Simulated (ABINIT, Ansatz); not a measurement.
## SnO: the functional in 2 programs

```
CELL_PARAMETERS angstrom
3.81370 0.00000 0.00000
0.00000 3.81370 0.00000
0.00000 0.00000 4.88691
ATOMIC_POSITIONS crystal
Sn 0.50000 0.00000 0.76463
Sn 0.00000 0.50000 0.23537
O 0.00000 0.00000 0.00000
O 0.50000 0.50000 0.00000
```

The cell is a database's computed one, not the measured one.

Kept alike: task band structure; k mesh 7 × 7 × 6; occupations fermi-dirac, width 0.05 eV; no spin polarisation. The mesh is that of the run's cell of 4 atoms. No spin-orbit coupling.

- A: ABINIT, JTH PAW PBE v2.0, made for PBE, cutoff 762 eV
- B: Ansatz, all-electron LAPW, scalar-relativistic

| functional | A: pressure (GPa) | B: pressure (GPa) |
| --- | --- | --- |
| LDA | -4.09 | -3.30 |
| PBE | 2.74 | 3.57 |
| PBEsol | -1.37 | -0.56 |

Pressure is positive in compression; plane-wave values hold the error of the finite cutoff. Values on potentials made for another functional: A at LDA, PBEsol.

How large is the effect of the functional, and do the programs agree on it?

From LDA to PBE the pressure moves by +6.83 in A, +6.87 in B (GPa). Row by row the programs differ by 0.79 to 0.83, and over this span the shifts, as printed, agree within 1 %. Shifts from LDA: PBE +6.83, +6.87; PBEsol +2.72, +2.74; the programs' shifts differ by up to 0.04.
